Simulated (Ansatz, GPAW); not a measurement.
Given: the input of a run of Ansatz 0.2.0 on InAs. 

Contents of input.yaml:

```yaml
crystal:
  lattice:
    - [0.0, 3.018, 3.018]
    - [3.018, 0.0, 3.018]
    - [3.018, 3.018, 0.0]
  atoms:
    - { symbol: In, position: [0.0, 0.0, 0.0] }
    - { symbol: As, position: [0.75, 0.75, 0.75] }
kpoints:
  mp_grid: { grid: [8, 8, 8] }
scf:
  occupations: { method: gaussian, width: 0.02 }
hamiltonian:
  xc: pbe
  pseudopotentials: { kind: all_electron, lapw: { basis_error: 0.001 } }
output:
  forces: true
  stress: true
  eigenvalues: true
```

Potentials or basis: all-electron LAPW, scalar-relativistic.

The run is started by

```console
$ ansatz run input.yaml --threads 1 --pin off --max-ram 3072MiB --backend cpu --events-out ev --progress --plain --runs-dir out
```

What does the same run look like in GPAW 26.7.0 (ASE script)? Potentials or basis there: GPAW PAW data sets (gpaw-data 1.2.1), cutoff 600 eV.

As run (cutoffs and basis follow the program's own potentials, and thresholds, step limits or extra output files can differ):

run.py

```python
from ase import Atoms
from ase.dft.bandgap import bandgap
from ase.io import write
from ase.units import GPa
from gpaw import GPAW, PW

atoms = Atoms(['In', 'As'],
              cell=[[0.0, 3.018, 3.018],
                    [3.018, 0.0, 3.018],
                    [3.018, 3.018, 0.0]],
              scaled_positions=[[0.0, 0.0, 0.0],
                                [0.75, 0.75, 0.75]],
              pbc=True)

calc = GPAW(mode=PW(600),
            xc='PBE',
            kpts={'size': (8, 8, 8), 'gamma': True},
            occupations={'name': 'methfessel-paxton', 'order': 0, 'width': 0.02},
            nbands=18,
            convergence={'density': 1e-05, 'energy': 1e-05},
            maxiter=150,
            txt='gpaw.txt')
atoms.calc = calc
energy = atoms.get_potential_energy()
forces = atoms.get_forces()
stress = atoms.get_stress()
calc.write('gs.gpw')
write('result.traj', atoms)
print(f'Energy: {energy:.6f} eV')
print('Forces (eV/A):')
print(forces.round(4))
print('Stress (GPa):', (stress / GPa).round(3))
print('Fermi level:', round(calc.get_fermi_level(), 4), 'eV')
print(f'Gap: {bandgap(calc)[0]:.4f} eV, direct: {bandgap(calc, direct=True)[0]:.4f} eV')
```

Potentials or basis: GPAW PAW data sets (gpaw-data 1.2.1), pw.

Launch:

```sh
$ OMP_NUM_THREADS=1 python run.py
```

Both were run:

|  | Ansatz | GPAW |
| --- | --- | --- |
| Pressure | 4.3 GPa | 4.0 GPa |

Where Ansatz's input types no cutoff or centring, it takes its own default and a Γ-centred mesh.

Pressure is positive in compression.
